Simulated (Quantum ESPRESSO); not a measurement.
# Fe (P6_3/mmc) in Quantum ESPRESSO: further runs

Runs on Fe. Level: PBEsol. Tasks: Wannier functions.

Program: Quantum ESPRESSO 7.5. These are calculated values, not measurements. Logs are shortened: lines on timing, memory, paths and dates and some standing lists are left out, and cuts for length are marked.

## (1) The crystal as given

The structure is hexagonal, space group P6_3/mmc (No. 194). The conventional cell has a = 2.434 Å, b = 2.434 Å, c = 3.842 Å, α = 90.00°, β = 90.00°, γ = 120.00°. Around Fe (site symmetry -6m2) lie 12 Fe at 2.38 to 2.43 Å.

This isn't the form of Fe at room conditions, which is bcc.

## (2) Wannier functions, PBEsol, collinear spin, ferromagnetic start

File pw.in:

```
&CONTROL
  calculation = 'scf'
  prefix = 'pwscf'
  outdir = './tmp'
  pseudo_dir = './pseudo'
  tprnfor = .true.
  tstress = .true.
  disk_io = 'low'
/
&SYSTEM
  ibrav = 0
  celldm(1) = 8
  nat = 2
  ntyp = 1
  ecutwfc = 90
  nbnd = 27
  occupations = 'smearing'
  smearing = 'fd'
  degauss = 0.00367493
  nspin = 2
  starting_magnetization(1) = 0.1875
/
&ELECTRONS
  conv_thr = 4d-10
  electron_maxstep = 120
  mixing_beta = 0.3
/
ATOMIC_SPECIES
Fe    55.8450 Fe.upf
CELL_PARAMETERS alat
  0.5749863975497   0.0000000000000   0.0000000000000
 -0.2874931987866   0.4979528271122   0.0000000000000
  0.0000000000000   0.0000000000000   0.9075254921324
ATOMIC_POSITIONS crystal
Fe     0.6666666667    0.3333333333    0.7500000000
Fe     0.3333333333    0.6666666667    0.2500000000
K_POINTS automatic
10 10 6 0 0 0
```

File nscf.in:

```
&CONTROL
  calculation = 'nscf'
  prefix = 'pwscf'
  outdir = './tmp'
  pseudo_dir = './pseudo'
  disk_io = 'low'
/
&SYSTEM
  ibrav = 0
  celldm(1) = 8
  nat = 2
  ntyp = 1
  ecutwfc = 90
  nbnd = 37
  occupations = 'smearing'
  smearing = 'fd'
  degauss = 0.00367493
  nspin = 2
  starting_magnetization(1) = 0.1875
  nosym = .true.
  noinv = .true.
/
&ELECTRONS
  conv_thr = 1d-09
  electron_maxstep = 120
  mixing_beta = 0.3
  diago_full_acc = .true.
  startingwfc = 'random'
/
ATOMIC_SPECIES
Fe    55.8450 Fe.upf
CELL_PARAMETERS alat
  0.5749863975497   0.0000000000000   0.0000000000000
 -0.2874931987866   0.4979528271122   0.0000000000000
  0.0000000000000   0.0000000000000   0.9075254921324
ATOMIC_POSITIONS crystal
Fe     0.6666666667    0.3333333333    0.7500000000
Fe     0.3333333333    0.6666666667    0.2500000000
K_POINTS crystal
196
  0.00000000   0.00000000   0.00000000 5.10204082e-03
  0.00000000   0.00000000   0.25000000 5.10204082e-03
  0.00000000   0.00000000   0.50000000 5.10204082e-03
  0.00000000   0.00000000   0.75000000 5.10204082e-03
  0.00000000   0.14285714   0.00000000 5.10204082e-03
  0.00000000   0.14285714   0.25000000 5.10204082e-03
[... 188 lines left out ...]
  0.85714286   0.85714286   0.50000000 5.10204082e-03
  0.85714286   0.85714286   0.75000000 5.10204082e-03
```

File pw2wan_up.in:

```
&INPUTPP
  prefix = 'pwscf'
  outdir = './tmp'
  seedname = 'w_up'
  write_mmn = .true.
  write_amn = .true.
  spin_component = 'up'
/
```

File pw2wan_dn.in:

```
&INPUTPP
  prefix = 'pwscf'
  outdir = './tmp'
  seedname = 'w_dn'
  write_mmn = .true.
  write_amn = .true.
  spin_component = 'down'
/
```

File bands.in:

```
&CONTROL
  calculation = 'bands'
  prefix = 'pwscf'
  outdir = './tmp'
  pseudo_dir = './pseudo'
  disk_io = 'low'
/
&SYSTEM
  ibrav = 0
  celldm(1) = 8
  nat = 2
  ntyp = 1
  ecutwfc = 90
  nbnd = 37
  occupations = 'smearing'
  smearing = 'fd'
  degauss = 0.00367493
  nspin = 2
  starting_magnetization(1) = 0.1875
/
&ELECTRONS
  conv_thr = 1d-08
  electron_maxstep = 120
  mixing_beta = 0.3
  diago_full_acc = .true.
  startingwfc = 'random'
/
ATOMIC_SPECIES
Fe    55.8450 Fe.upf
CELL_PARAMETERS alat
  0.5749863975497   0.0000000000000   0.0000000000000
 -0.2874931987866   0.4979528271122   0.0000000000000
  0.0000000000000   0.0000000000000   0.9075254921324
ATOMIC_POSITIONS crystal
Fe     0.6666666667    0.3333333333    0.7500000000
Fe     0.3333333333    0.6666666667    0.2500000000
K_POINTS crystal
66
  0.00000000   0.00000000   0.00000000 1
  0.05555600   0.00000000   0.00000000 1
  0.11111100   0.00000000   0.00000000 1
  0.16666700   0.00000000   0.00000000 1
  0.22222200   0.00000000   0.00000000 1
  0.27777800   0.00000000   0.00000000 1
[... 58 lines left out ...]
  0.33333300   0.33333300   0.40000000 1
  0.33333300   0.33333300   0.50000000 1
```

File w_up.win:

```
num_wann = 18
num_bands = 29
guiding_centres = true
dis_froz_max = 22.84
dis_num_iter = 600
dis_mix_ratio = 0.5
dis_conv_tol = 1.0d-9
num_iter = 1200
search_shells = 100
kmesh_tol = 1.0d-4
conv_tol = 1.0d-8
conv_window = 4
num_print_cycles = 200
fermi_energy = 21.8391
bands_plot = true
write_hr = true
mp_grid = 7 7 4
exclude_bands = 1-8
spin = up
begin projections
Fe: s;p;d
end projections
begin unit_cell_cart
ang
  2.4341575853   0.0000000000   0.0000000000
 -1.2170787927   2.1080423057   0.0000000000
  0.0000000000   0.0000000000   3.8419344700
end unit_cell_cart
begin atoms_frac
Fe   0.6666666667   0.3333333333   0.7500000000
Fe   0.3333333333   0.6666666667   0.2500000000
end atoms_frac
begin kpoint_path
G   0.0000000000   0.0000000000   0.0000000000  M   0.5000000000   0.0000000000   0.0000000000
M   0.5000000000   0.0000000000   0.0000000000  K   0.3333333333   0.3333333333   0.0000000000
K   0.3333333333   0.3333333333   0.0000000000  G   0.0000000000   0.0000000000   0.0000000000
G   0.0000000000   0.0000000000   0.0000000000  A   0.0000000000   0.0000000000   0.5000000000
A   0.0000000000   0.0000000000   0.5000000000  L   0.5000000000   0.0000000000   0.5000000000
L   0.5000000000   0.0000000000   0.5000000000  H   0.3333333333   0.3333333333   0.5000000000
H   0.3333333333   0.3333333333   0.5000000000  A   0.0000000000   0.0000000000   0.5000000000
L   0.5000000000   0.0000000000   0.5000000000  M   0.5000000000   0.0000000000   0.0000000000
K   0.3333333333   0.3333333333   0.0000000000  H   0.3333333333   0.3333333333   0.5000000000
end kpoint_path
bands_num_points = 9
begin kpoints
  0.00000000   0.00000000   0.00000000
  0.00000000   0.00000000   0.25000000
  0.00000000   0.00000000   0.50000000
  0.00000000   0.00000000   0.75000000
  0.00000000   0.14285714   0.00000000
  0.00000000   0.14285714   0.25000000
[... 188 lines left out ...]
  0.85714286   0.85714286   0.50000000
  0.85714286   0.85714286   0.75000000
end kpoints
```

File w_dn.win:

```
num_wann = 18
num_bands = 29
guiding_centres = true
dis_froz_max = 24.84
dis_num_iter = 600
dis_mix_ratio = 0.5
dis_conv_tol = 1.0d-9
num_iter = 1200
search_shells = 100
kmesh_tol = 1.0d-4
conv_tol = 1.0d-8
conv_window = 4
num_print_cycles = 200
fermi_energy = 21.8391
bands_plot = true
write_hr = true
mp_grid = 7 7 4
exclude_bands = 1-8
spin = down
begin projections
Fe: s;p;d
end projections
begin unit_cell_cart
ang
  2.4341575853   0.0000000000   0.0000000000
 -1.2170787927   2.1080423057   0.0000000000
  0.0000000000   0.0000000000   3.8419344700
end unit_cell_cart
begin atoms_frac
Fe   0.6666666667   0.3333333333   0.7500000000
Fe   0.3333333333   0.6666666667   0.2500000000
end atoms_frac
begin kpoint_path
G   0.0000000000   0.0000000000   0.0000000000  M   0.5000000000   0.0000000000   0.0000000000
M   0.5000000000   0.0000000000   0.0000000000  K   0.3333333333   0.3333333333   0.0000000000
K   0.3333333333   0.3333333333   0.0000000000  G   0.0000000000   0.0000000000   0.0000000000
G   0.0000000000   0.0000000000   0.0000000000  A   0.0000000000   0.0000000000   0.5000000000
A   0.0000000000   0.0000000000   0.5000000000  L   0.5000000000   0.0000000000   0.5000000000
L   0.5000000000   0.0000000000   0.5000000000  H   0.3333333333   0.3333333333   0.5000000000
H   0.3333333333   0.3333333333   0.5000000000  A   0.0000000000   0.0000000000   0.5000000000
L   0.5000000000   0.0000000000   0.5000000000  M   0.5000000000   0.0000000000   0.0000000000
K   0.3333333333   0.3333333333   0.0000000000  H   0.3333333333   0.3333333333   0.5000000000
end kpoint_path
bands_num_points = 9
begin kpoints
  0.00000000   0.00000000   0.00000000
  0.00000000   0.00000000   0.25000000
  0.00000000   0.00000000   0.50000000
  0.00000000   0.00000000   0.75000000
  0.00000000   0.14285714   0.00000000
  0.00000000   0.14285714   0.25000000
[... 188 lines left out ...]
  0.85714286   0.85714286   0.50000000
  0.85714286   0.85714286   0.75000000
end kpoints
```

Potentials or basis: PseudoDojo 0.4.1 SR PBEsol standard.

On the command line:

```sh
$ OMP_NUM_THREADS=1 pw.x -in pw.in > pw.out
$ OMP_NUM_THREADS=1 pw.x -in nscf.in > nscf.out
$ wannier90.x -pp w_up
$ OMP_NUM_THREADS=1 pw2wannier90.x -in pw2wan_up.in > pw2wan_up.out
$ wannier90.x w_up
$ wannier90.x -pp w_dn
$ OMP_NUM_THREADS=1 pw2wannier90.x -in pw2wan_dn.in > pw2wan_dn.out
$ wannier90.x w_dn
$ OMP_NUM_THREADS=1 pw.x -in bands.in > bands.out
```

pw.out:

```text
This program is part of the open-source Quantum ESPRESSO suite
     for quantum simulation of materials; please cite
[... 9 lines left out ...]
     --------------------
     sticks:   dense  smooth     PW     G-vecs:    dense   smooth      PW
     Sum         517     517    163                15319    15319    2575

     Using Slab Decomposition

     bravais-lattice index     =            0
     lattice parameter (alat)  =       8.0000  a.u.
     unit-cell volume          =     133.0377 (a.u.)^3
     number of atoms/cell      =            2
     number of atomic types    =            1
     number of electrons       =        32.00
     number of Kohn-Sham states=           27
     kinetic-energy cutoff     =      90.0000  Ry
     charge density cutoff     =     360.0000  Ry
     scf convergence threshold =      4.0E-10
     mixing beta               =       0.3000
     number of iterations used =            8  plain     mixing
     Exchange-correlation= PBESOL
                           (   1   4  10   8   0   0   0)

     celldm(1)=   8.000000  celldm(2)=   0.000000  celldm(3)=   0.000000
     celldm(4)=   0.000000  celldm(5)=   0.000000  celldm(6)=   0.000000

     crystal axes: (cart. coord. in units of alat)
               a(1) = (   0.574986   0.000000   0.000000 )
               a(2) = (  -0.287493   0.497953   0.000000 )
               a(3) = (   0.000000   0.000000   0.907525 )

     reciprocal axes: (cart. coord. in units 2 pi/alat)
               b(1) = (  1.739172  1.004111 -0.000000 )
               b(2) = (  0.000000  2.008222  0.000000 )
               b(3) = (  0.000000 -0.000000  1.101897 )

     PseudoPot. # 1 for Fe read from file:
     Fe.upf
     Pseudo is Norm-conserving + core correction, Zval = 16.0
     Generated using ONCVPSP code by D. R. Hamann
     Using radial grid of 1426 points,  6 beta functions with:
                l(1) =   0
                l(2) =   0
                l(3) =   1
                l(4) =   1
                l(5) =   2
                l(6) =   2

     atomic species   valence    mass     pseudopotential
     Fe               16.00    55.84500     Fe( 1.00)

     Starting magnetic structure
     atomic species   magnetization
     Fe              0.188

     24 Sym. Ops., with inversion, found (12 have fractional translation)

   Cartesian axes

     site n.     atom                  positions (alat units)
         1        Fe     tau(   1) = (   0.2874932   0.1659843   0.6806441  )
         2        Fe     tau(   2) = (  -0.0000000   0.3319686   0.2268814  )

     number of k points=    56  Fermi-Dirac smearing, width (Ry)=  0.0037
                       cart. coord. in units 2pi/alat
        k(    1) = (   0.0000000   0.0000000   0.0000000), wk =   0.0016667
        k(    2) = (   0.0000000   0.0000000   0.1836496), wk =   0.0033333
        k(    3) = (   0.0000000   0.0000000   0.3672991), wk =   0.0033333
        k(    4) = (   0.0000000   0.0000000  -0.5509487), wk =   0.0016667
        k(    5) = (   0.0000000   0.2008222   0.0000000), wk =   0.0100000
        k(    6) = (   0.0000000   0.2008222   0.1836496), wk =   0.0200000
[... 48 lines left out ...]
        k(   55) = (   0.5217515   0.9037001   0.3672991), wk =   0.0200000
        k(   56) = (   0.5217515   0.9037001  -0.5509487), wk =   0.0100000

     Dense  grid:    15319 G-vectors     FFT dimensions: (  27,  27,  48)

     Generating pointlists ...
     new r_m :   0.2319 (alat units)  1.8554 (a.u.) for type    1

     Initial potential from superposition of free atoms

     starting charge      31.9993, renormalised to      32.0000
     Starting wfcs are   20 randomized atomic wfcs +    7 random wfcs

     Self-consistent Calculation

     iteration #  1     ecut=    90.00 Ry     beta= 0.30
     Davidson diagonalization with overlap
     ethr =  1.00E-02,  avg # of iterations =  3.9

     Threshold (ethr) on eigenvalues was too large:
     Diagonalizing with lowered threshold

     Davidson diagonalization with overlap
     ethr =  3.38E-04,  avg # of iterations =  1.3

     total energy              =    -500.78995338 Ry
     estimated scf accuracy    <       0.10922379 Ry

     total magnetization       =     4.23 Bohr mag/cell
     absolute magnetization    =     4.24 Bohr mag/cell

     iteration #  2     ecut=    90.00 Ry     beta= 0.30
     Davidson diagonalization with overlap
     ethr =  3.41E-04,  avg # of iterations =  1.0

     total energy              =    -500.80763716 Ry
     estimated scf accuracy    <       0.03284841 Ry

     total magnetization       =     4.20 Bohr mag/cell
     absolute magnetization    =     4.23 Bohr mag/cell

     iteration #  3     ecut=    90.00 Ry     beta= 0.30
     Davidson diagonalization with overlap
     ethr =  1.03E-04,  avg # of iterations =  1.2

     total energy              =    -500.81847589 Ry
     estimated scf accuracy    <       0.01798369 Ry

     total magnetization       =     3.82 Bohr mag/cell
     absolute magnetization    =     3.88 Bohr mag/cell

     iteration #  4     ecut=    90.00 Ry     beta= 0.30
     Davidson diagonalization with overlap
     ethr =  5.62E-05,  avg # of iterations =  1.1

     total energy              =    -500.81648119 Ry
     estimated scf accuracy    <       0.00975916 Ry

     total magnetization       =     2.95 Bohr mag/cell
     absolute magnetization    =     3.09 Bohr mag/cell

     iteration #  5     ecut=    90.00 Ry     beta= 0.30
     Davidson diagonalization with overlap
     ethr =  3.05E-05,  avg # of iterations =  1.1

     total energy              =    -500.65195190 Ry
     estimated scf accuracy    <       0.00812613 Ry
[... 218 lines left out ...]
     total energy              =    -500.86624126 Ry
     estimated scf accuracy    <       0.00000001 Ry

     total magnetization       =     0.00 Bohr mag/cell
     absolute magnetization    =     0.00 Bohr mag/cell

     iteration # 28     ecut=    90.00 Ry     beta= 0.30
     Davidson diagonalization with overlap
     ethr =  4.04E-11,  avg # of iterations =  2.0

     total energy              =    -500.86624127 Ry
     estimated scf accuracy    <          6.6E-09 Ry

     total magnetization       =     0.00 Bohr mag/cell
     absolute magnetization    =     0.00 Bohr mag/cell

     iteration # 29     ecut=    90.00 Ry     beta= 0.30
     Davidson diagonalization with overlap
     ethr =  2.05E-11,  avg # of iterations =  2.0

     total energy              =    -500.86624128 Ry
     estimated scf accuracy    <          2.9E-09 Ry

     total magnetization       =    -0.00 Bohr mag/cell
     absolute magnetization    =     0.00 Bohr mag/cell

     iteration # 30     ecut=    90.00 Ry     beta= 0.30
     Davidson diagonalization with overlap
     ethr =  8.94E-12,  avg # of iterations =  2.0

     Magnetic moment per site  (integrated on atomic sphere of radius R)
     atom   1 (R=0.232)  charge= 14.3738  magn= -0.0000
     atom   2 (R=0.232)  charge= 14.3738  magn= -0.0000

     End of self-consistent calculation

     Number of k-points >= 100: set verbosity='high' to print the bands.

     the Fermi energy is    21.8391 ev

!    total energy              =    -500.86624128 Ry
     estimated scf accuracy    <          8.6E-11 Ry
     smearing contrib. (-TS)   =      -0.00175336 Ry
     internal energy E=F+TS    =    -500.86448793 Ry

     The total energy is F=E-TS. E is the sum of the following terms:
     one-electron contribution =    -177.85407170 Ry
     hartree contribution      =     112.26044704 Ry
     xc contribution           =     -70.37437525 Ry
     ewald contribution        =    -364.89648802 Ry

     total magnetization       =    -0.00 Bohr mag/cell
     absolute magnetization    =     0.00 Bohr mag/cell

     convergence has been achieved in  30 iterations

     Forces acting on atoms (cartesian axes, Ry/au):

     atom    1 type  1   force =     0.00000000   -0.00000000    0.00000000
     atom    2 type  1   force =     0.00000000    0.00000000    0.00000000

     Total force =     0.000000     Total SCF correction =     0.000000

     Computing stress (Cartesian axis) and pressure

          total   stress  (Ry/bohr**3)                   (kbar)     P=      -18.84
  -0.00009477  -0.00000000   0.00000000          -13.94       -0.00        0.00
  -0.00000000  -0.00009477   0.00000000           -0.00      -13.94        0.00
   0.00000000  -0.00000000  -0.00019464            0.00       -0.00      -28.63

=------------------------------------------------------------------------------=
   JOB DONE.
=------------------------------------------------------------------------------=
```

Wall time 8.9 min (1 thread of Intel Xeon 6975P-C (Granite Rapids), shared host); peak memory 0.45 GiB.

What came out:

* Free energy: -6814.6324 eV
* Pressure: -1.9 GPa
* Band gap on the k mesh: none (metal or under the smearing width)
* Net moment: 0.00 μB per cell
* Absolute moment: 0.00 μB per cell
* Valence electrons inside the program's atomic spheres: Fe 14.37
* Total Wannier spread: 20.14 Å² over 36 functions
* RMS miss of the Wannier bands: 0.006 eV

Levels at the corners of the path, in eV from the Fermi level:
Spin up:
| point | band 12 | band 13 | band 14 | band 15 | band 16 | band 17 | band 18 | band 19 | band 20 | band 21 |
| --- | --- | --- | --- | --- | --- | --- | --- | --- | --- | --- |
| Γ | -1.77 | -1.63 | -1.27 | -1.27 | -0.91 | -0.91 | 0.42 | 0.76 | 0.76 | 9.07 |
| M | -2.23 | -2.09 | -1.63 | -1.14 | 0.87 | 1.11 | 1.16 | 2.76 | 4.95 | 11.46 |
| K | -3.48 | -2.15 | -2.15 | -0.79 | 0.64 | 0.64 | 0.91 | 5.75 | 6.84 | 6.84 |
| Γ | -1.77 | -1.63 | -1.27 | -1.27 | -0.91 | -0.91 | 0.42 | 0.76 | 0.76 | 9.07 |
| A | -2.23 | -1.89 | -1.89 | -1.89 | -1.89 | 0.35 | 0.35 | 0.35 | 0.35 | 17.38 |
| L | -3.36 | -0.70 | -0.70 | 0.05 | 0.05 | 1.02 | 1.02 | 2.49 | 2.49 | 9.49 |
| H | -3.53 | -2.38 | -2.38 | -0.75 | -0.75 | 0.78 | 0.78 | 7.13 | 7.13 | 8.94 |
| A | -2.23 | -1.89 | -1.89 | -1.89 | -1.89 | 0.35 | 0.35 | 0.35 | 0.35 | 17.38 |
| L | -3.36 | -0.70 | -0.70 | 0.05 | 0.05 | 1.02 | 1.02 | 2.49 | 2.49 | 9.49 |
| M | -2.23 | -2.09 | -1.63 | -1.14 | 0.87 | 1.11 | 1.16 | 2.76 | 4.95 | 11.46 |
| K | -3.48 | -2.15 | -2.15 | -0.79 | 0.64 | 0.64 | 0.91 | 5.75 | 6.84 | 6.84 |
| H | -3.53 | -2.38 | -2.38 | -0.75 | -0.75 | 0.78 | 0.78 | 7.13 | 7.13 | 8.94 |
Spin down:
```tsv
point	band 14	band 15	band 16	band 17	band 18	band 19
Γ	-1.27	-1.27	-0.91	-0.91	0.42	0.76
M	-1.63	-1.14	0.87	1.11	1.16	2.76
K	-2.15	-0.79	0.64	0.64	0.91	5.75
Γ	-1.27	-1.27	-0.91	-0.91	0.42	0.76
A	-1.89	-1.89	-1.89	0.35	0.35	0.35
L	-0.70	0.05	0.05	1.02	1.02	2.49
H	-2.38	-0.75	-0.75	0.78	0.78	7.13
A	-1.89	-1.89	-1.89	0.35	0.35	0.35
L	-0.70	0.05	0.05	1.02	1.02	2.49
M	-1.63	-1.14	0.87	1.11	1.16	2.76
K	-2.15	-0.79	0.64	0.64	0.91	5.75
H	-2.38	-0.75	-0.75	0.78	0.78	7.13
```

Spin up: Wannier functions:
| function | nearest atom | distance (Å) | spread (Å²) | on-site energy from the reference level (eV) |
| --- | --- | --- | --- | --- |
| 1 | 1 Fe | 1.27 | 0.74 | 11.91 |
| 2 | 1 Fe | 1.27 | 0.77 | 13.31 |
| 3 | 1 Fe | 1.32 | 0.74 | 13.02 |
| 4 | 1 Fe | 1.32 | 0.72 | 12.57 |
| 5 | 1 Fe | 0.03 | 0.42 | 0.48 |
| 6 | 1 Fe | 0.01 | 0.41 | 0.75 |
| 7 | 1 Fe | 0.01 | 0.42 | 0.62 |
| 8 | 1 Fe | 0.02 | 0.41 | 0.73 |
| 9 | 1 Fe | 0.02 | 0.41 | 0.74 |
| 10 | 2 Fe | 1.24 | 0.78 | 11.99 |
| 11 | 2 Fe | 1.28 | 0.75 | 13.40 |
| 12 | 2 Fe | 1.30 | 0.78 | 13.30 |
| 13 | 2 Fe | 1.33 | 0.71 | 12.50 |
| 14 | 2 Fe | 0.02 | 0.41 | 0.59 |
| 15 | 2 Fe | 0.01 | 0.41 | 0.75 |
| 16 | 2 Fe | 0.01 | 0.42 | 0.58 |
| 17 | 2 Fe | 0.02 | 0.41 | 0.78 |
| 18 | 2 Fe | 0.02 | 0.41 | 0.72 |
Spin down: Wannier functions:
| function | nearest atom | distance (Å) | spread (Å²) | on-site energy from the reference level (eV) |
| --- | --- | --- | --- | --- |
| 1 | 1 Fe | 1.15 | 0.78 | 13.03 |
| 2 | 1 Fe | 1.26 | 0.73 | 11.86 |
| 3 | 1 Fe | 1.19 | 0.73 | 13.51 |
| 4 | 1 Fe | 1.28 | 0.72 | 12.57 |
| 5 | 1 Fe | 0.02 | 0.42 | 0.52 |
| 6 | 1 Fe | 0.03 | 0.45 | 0.04 |
| 7 | 1 Fe | 0.03 | 0.42 | 0.56 |
| 8 | 1 Fe | 0.00 | 0.38 | 1.45 |
| 9 | 1 Fe | 0.01 | 0.39 | 1.02 |
| 10 | 2 Fe | 1.25 | 0.71 | 12.54 |
| 11 | 2 Fe | 1.25 | 0.71 | 12.22 |
| 12 | 2 Fe | 1.17 | 0.75 | 13.00 |
| 13 | 2 Fe | 1.18 | 0.75 | 13.19 |
| 14 | 2 Fe | 0.02 | 0.41 | 0.66 |
| 15 | 2 Fe | 0.05 | 0.48 | -0.28 |
| 16 | 2 Fe | 0.01 | 0.40 | 0.80 |
| 17 | 2 Fe | 0.01 | 0.39 | 1.23 |
| 18 | 2 Fe | 0.01 | 0.38 | 1.26 |

Parts of the spread (Å²): spin up: invariant 9.41, diagonal 0.007, off-diagonal 0.72, total 10.14; spin down: invariant 9.48, diagonal 0.004, off-diagonal 0.52, total 10.00. Against the direct bands the interpolation misses by 6 meV (root mean square) and 102 meV at most, for states up to 1 eV over the reference level.

Caveat: the starting moments collapsed, and a magnetic state may lie lower; the Wannier minimisation didn't converge.

(Continued in part 2 of 3.)
